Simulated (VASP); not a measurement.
CdTe in VASP 6.6.1, single-point calculation

INCAR

```
LASPH = .TRUE.
ISIF = 2
GGA = PE
LREAL = .FALSE.
EDIFF = 1E-7
LWAVE = .FALSE.
IBRION = -1
NBANDS = 16
ENCUT = 520
NELM = 100
NELECT = 18.02
LCHARG = .FALSE.
SIGMA = 0.02
NSW = 0
ISMEAR = -1
PREC = Accurate
```

KPOINTS

```
KPOINTS created by Atomic Simulation Environment
0
Gamma
6 6 6
0 0 0
```

POSCAR

```
Cd Te
 1.0000000000000000
     0.0000000000000000    3.1815564627000001    3.1815564627000001
     3.1815564627000001    0.0000000000000000    3.1815564627000001
     3.1815564627000001    3.1815564627000001    0.0000000000000000
 Cd  Te
   1   1
Cartesian
  0.0000000000000000  0.0000000000000000  0.0000000000000000
  1.5907782313500001  1.5907782313500001  1.5907782313500001
```

The recommended PBE PAW datasets give the neutral cell 18 valence electrons.

Command

```
mpirun -np 1 vasp_std
```

Question: How does this run end, and what does it give?

Answer: It converged. Results: pressure 6.3 GPa.

OSZICAR

```
N       E                     dE             d eps       ncg     rms          rms(c)
DAV:   1     0.100271742022E+03    0.10027E+03   -0.82713E+03   512   0.976E+02
DAV:   2    -0.131082810962E+01   -0.10158E+03   -0.96678E+02   624   0.238E+02
DAV:   3    -0.478785962390E+01   -0.34770E+01   -0.34718E+01   640   0.460E+01
DAV:   4    -0.482007572388E+01   -0.32216E-01   -0.32214E-01   752   0.387E+00
DAV:   5    -0.482016232916E+01   -0.86605E-04   -0.86604E-04   672   0.177E-01    0.649E+00
DAV:   6    -0.460538541053E+01    0.21478E+00   -0.36669E-01   608   0.763E+00    0.513E+00
DAV:   7    -0.458918889777E+01    0.16197E-01   -0.11719E-01   568   0.226E+00    0.181E+00
DAV:   8    -0.458992756874E+01   -0.73867E-03   -0.12362E-02   600   0.131E+00    0.511E-01
DAV:   9    -0.459021253988E+01   -0.28497E-03   -0.10058E-03   592   0.352E-01    0.125E-01
DAV:  10    -0.459027127350E+01   -0.58734E-04   -0.11496E-04   656   0.105E-01    0.542E-02
DAV:  11    -0.459030504378E+01   -0.33770E-04   -0.61167E-05   576   0.582E-02    0.268E-02
DAV:  12    -0.459030428197E+01    0.76181E-06   -0.26075E-06   648   0.170E-02    0.147E-02
DAV:  13    -0.459030497692E+01   -0.69495E-06   -0.52601E-06   624   0.140E-02    0.180E-02
DAV:  14    -0.459030485247E+01    0.12445E-06   -0.70164E-07   600   0.678E-03    0.543E-03
DAV:  15    -0.459030484091E+01    0.11558E-07   -0.52236E-08   368   0.135E-03
   1 F= -.45903048E+01 E0= -.45900728E+01  d E =-.464115E-03
```

The cell is charged and sits in a uniform background.

For comparison, a separate PBE run of the intended cell, on usual settings and not on those above, gives a gap of 0.94 eV on its mesh and a pressure of 5.7 GPa.
